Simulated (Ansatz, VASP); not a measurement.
**Rh in VASP and in Ansatz**

Contents of INCAR:

```
SYSTEM = Rh
  PREC = Accurate
  ENCUT = 520
  EDIFF = 1E-7
  ISMEAR = -1
  SIGMA = 0.1
  LREAL = .False.
  LASPH = .True.
  NELM = 80
  ALGO = Normal
  ISIF = 2
  LWAVE = .False.
  LCHARG = .True.
  GGA = CA
  LELF = .True.
  LVHAR = .True.
  NBANDS = 22
```

File KPOINTS:

```
Automatic mesh
0
Gamma
  15 15 8
  0 0 0
```

Contents of POSCAR:

```
Rh
1.0
    2.7724607534      0.0000000000      0.0000000000
   -1.3862303767      2.4010214435      0.0000000000
    0.0000000000      0.0000000000      4.4729765357
Rh
2
Direct
    0.3333333333      0.6666666667      0.2500000000
    0.6666666667      0.3333333333      0.7500000000
```

Input for Ansatz:

```yaml
crystal:
  lattice:
    - [2.7724607534, 0.0, 0.0]
    - [-1.3862303767, 2.4010214435, 0.0]
    - [0.0, 0.0, 4.4729765357]
  atoms:
    - { symbol: Rh, position: [0.3333333333, 0.6666666667, 0.25] }
    - { symbol: Rh, position: [0.6666666667, 0.3333333333, 0.75] }
hamiltonian:
  xc: lda
  pseudopotentials:
    kind: paw
    azcp:
      Rh: "pseudopotentials/Rh.paw.azcp"
basis:
  ecutwfc: 420
  fft_grid_basis: typed
kpoints:
  mp_grid: { grid: [15, 15, 8], shift: [0, 0, 0] }
magnetization:
  spin_polarized: false
scf:
  occupations: { method: fermi_dirac, width: 0.1 }
  lower_state_search: "off"
output:
  stress: true
```

Alike in both runs: task single point; functional LDA; k mesh 15 × 15 × 8; occupations fermi-dirac, width 0.1 eV; no spin polarisation.

|  | VASP | Ansatz |
| --- | --- | --- |
| version | VASP 6.6.1 | Ansatz 0.2.0 |
| potentials or method | VASP PAW LDA potentials, release 64 (Rh_pv) | plane waves (420 eV) with PAW, scalar-relativistic |
| plane-wave cutoff (eV) | 520 | 420 |
| valence electrons in the cell | 30 | 34 |

```tsv
	VASP	Ansatz	Ansatz less VASP
pressure (GPa)	-25.9	-26.5	-0.62
largest component of the traceless stress (GPa)	0.72	0.75	+0.026
```

The two sets of potentials don't hold the same shells in valence. Ansatz warned: «pseudo_functional_mismatch».

Caveats: so large a pressure means that the cell lies far from this level's equilibrium, or that cutoff or potentials fall short (VASP).
